## A semiconductor that loses its gap too soon

Gallium arsenide stretched by three per cent in volume beyond its calculated equilibrium ought to remain a semiconductor. Its bonds grow by only one per cent, every atom keeps its four neighbours, and the real crystal has a gap of roughly 1.5 eV to spare. The energies and pressures below seem to confirm this picture, since they pass smoothly from compression to tension. Yet between the volumes 23.706 and 24.418 Å³/atom the calculated material stops being a semiconductor.

Zinc-blende GaAs at fixed cells and atoms, calculated with Ansatz 0.2.0: PBE, scalar-relativistic, no spin polarisation or dispersion correction, PAW, plane waves to 420 eV, 12×12×12 k mesh, Gaussian smearing of 0.02 eV. Energies are taken at zero smearing, relative to the elements' standard crystals in PBE; positive pressure means compression.

```
volume (Å³/atom)  shortest distance (Å)  energy over elements (eV/atom)  pressure (GPa)
          20.862                  2.384                          -0.270          10.490
          21.573                  2.411                          -0.309           7.160
          22.284                  2.437                          -0.334           4.360
          22.590                  2.448                          -0.341           3.290
          22.865                  2.458                          -0.346           2.400
          22.995                  2.463                          -0.348           1.990
          23.706                  2.488                          -0.352           0.000
          24.418                  2.512                          -0.348          -1.650
          25.129                  2.537                          -0.338          -3.060
          26.077                  2.568                          -0.315          -4.600
```

The first fault can be read from the pressure. The row at 22.590 Å³/atom has nearly the size of the real crystal, which is stable at ordinary pressure, but PBE finds it squeezed by 3.29 GPa. The pressure vanishes only at 23.706 Å³/atom, a volume 4.9 per cent larger. Zero pressure therefore shows that the cell suits the functional, and a cell can suit the functional without having the size found in nature.

The cause is known from theory. PBE lowers the energy of electron densities that vary strongly in space, which suits free atoms but is too strong a correction for many solids. Bonds come out too weak and the crystal too large. The vibrations of the atoms, which the calculation leaves out, would enlarge it a little more.

In energy this fault looks harmless: the two cells differ by only 0.011 eV/atom. The gap responds very differently. In the same calculations it falls from 0.52 eV at 22.590 Å³/atom to 0.16 eV at 23.706 Å³/atom. Near its minimum the energy changes only with the square of a small volume error, whereas the gap changes in direct proportion to it.

### Why stretching closes the gap

The gap lies between two levels at the centre of the Brillouin zone, the point called $\Gamma$, where the electron waves are in step from cell to cell. The upper edge of the filled bands is a threefold level made of p orbitals in a bonding combination. The lower edge of the empty bands is a single level made of s orbitals in an antibonding combination. Stretching weakens the overlap between neighbours, so the antibonding level comes down relative to the bonding one. The two can even change places. Without any overlap they would become the 4s level of gallium and the 4p level of arsenic, and of these the s level is the lower. The gap should shrink in the same way in related crystals where it lies between levels of these kinds.

A simple model follows the signed difference $\Delta = E_s - E_p$ between the two levels. As long as $\Delta$ is positive, it is the gap. Over four equal steps of volume, from 20.862 to 23.706 Å³/atom, the gap drops by 0.26 eV at first and by 0.22 eV at last. Only 0.16 eV is then left, less than one further step should take away, so $\Delta$ should be negative at 24.418 Å³/atom.

The calculated gap there is zero, and it stays zero in the two larger cells. A gap cannot be negative, so the printed zero hides how far the levels have crossed. What changes is the filling. The s level, now the lower one, takes two electrons from the p level, which keeps four electrons in six places. A partly filled level has no gap within itself, however far the s level sinks below it.

### A fingerprint of the crossing

This filling can be tested, because the calculation blurs the occupation of levels near the Fermi level by a Gaussian of width $\sigma = 0.02$ eV. Each partly filled place lowers the free energy by a small smearing term. If the level lies $x$ widths from the Fermi level, the term is $\sigma e^{-x^2}/(2\sqrt{\pi})$, and a filling of two thirds requires $x = 0.305$. There are six such places, and $\Gamma$ is one of $12^3 = 1728$ sampled points:

$$
\frac{6}{1728}\cdot\frac{0.02\ \text{eV}}{2\sqrt{\pi}}\;e^{-0.305^2} \approx 17.85\ \mu\text{eV per cell}.
$$

The calculation gives 17.86 µeV at 24.418 Å³/atom and 17.85 µeV in both larger cells. The estimate contains no adjusted constant. An ordinary metal, with bands overlapping over a range of sampled points, would have a term that changes as the overlap grows. The constant value instead points to one level at one point, and its size fits a filling of two thirds. A filling of one third would give the same term, but four electrons would then have to leave the p level, and the s level has room for only two. The s level itself is not printed for these cells, so its place below the p level is inferred, but two more numbers support it. In the last step before the closure the p level fell by 0.40 eV and the s level by 0.62 eV; at 24.418 Å³/atom the Fermi level lies 0.37 eV below the previous p edge, as expected if it is pinned in the p level. The slight excess there, 17.857 against 17.854 µeV, is the trace expected of an s level only a few widths below the Fermi level, where the trend of the gap would put it.

### Why the crossing is an artefact

Stretching does narrow the gap of real gallium arsenide, so the direction of the trend is sound. The fault lies in the starting value. At 22.590 Å³/atom, where the size is nearly right, the calculated gap is already about 1 eV below the measured one. If the real gap shrank at a similar rate, a little under 1 eV of it would remain at the volume where PBE has none, which lies eight per cent above that of the real crystal.

Theory traces much of this shortfall to what the calculated gap means. The measured gap compares the cost of removing an electron with the gain from adding one. PBE supplies the distance between two levels in a single potential. In the exact theory that potential jumps by a constant when an electron is added across the gap, and PBE, like the other common functionals built from the local density and its gradient, gives no such jump in a crystal.

The weak bonding then makes matters worse. In the PBE minimum the gap is about 1.3 eV too small, and roughly a quarter of this comes from the excess volume. Spin–orbit coupling, left out here, would split the p level and raise its top, narrowing the gap at the minimum by roughly another 0.1 eV. In the gapless cells it would leave the raised top of the p level half filled, so the bands would still touch at $\Gamma$. The calculated crystal thus rests very close to a crossing from which the real one is far away.

### Why the energy gives no alarm

The failure leaves hardly a trace in the quantities that a table of energies displays. From 23.706 to 25.129 Å³/atom, a range that includes the closure, the energy difference corresponds to a mean pressure of −1.613 GPa. Averaging the three tabulated pressures by Simpson's rule gives −1.610 GPa. Pressure and energy slope must agree in any electronic state, so the match shows only that no sizeable kink lies in between. None is expected: the levels cross only near $\Gamma$, while the energy sums over all occupied states in the whole zone. A smooth equation of state is therefore no evidence that the electronic state has stayed the same.

The gap itself gives the warning, if it is set beside its own sensitivity to volume. Here an excess of five per cent in volume costs 0.36 eV, more than twice the gap that remains at the minimum. Whenever a calculated gap is smaller than the change caused by a plausible error in volume, neither its value nor its disappearance should be taken as a property of the material until it has been checked at the measured cell size and with a method that gives better gaps.
